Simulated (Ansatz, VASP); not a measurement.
## MoS2 in VASP and in Ansatz

```
Mo S
1.0
     3.26994    0.00000    0.00000
    -1.63497    2.83185    0.00000
     0.00000    0.00000    6.39554
Mo S
1 2
Direct
  0.00000 0.00000 0.50000
  0.33333 0.66667 0.25532
  0.66667 0.33333 0.74468
```

Measurements of this composition are mostly on another form, of space group No. 194.

Alike in both runs: task single point; functional LDA; k mesh 10 × 10 × 5; no spin polarisation.

|  | VASP | Ansatz |
| --- | --- | --- |
| version | VASP 6.6.1 | Ansatz 0.2.0 |
| potentials or method | VASP PAW LDA potentials, release 64 (Mo_sv, S) | plane waves, PAW |
| plane-wave cutoff (eV) | 520 | 500 |
| occupations | methfessel-paxton of order 1, width 0.05 eV | cold, width 0.05 eV |
| valence electrons in the cell | 26 | 26 |

|  | VASP | Ansatz | Ansatz less VASP |
| --- | --- | --- | --- |
| pressure (GPa) | -10.2 | -10.3 | -0.11 |
| largest component of the traceless stress (GPa) | 1.99 | 1.98 | -0.012 |
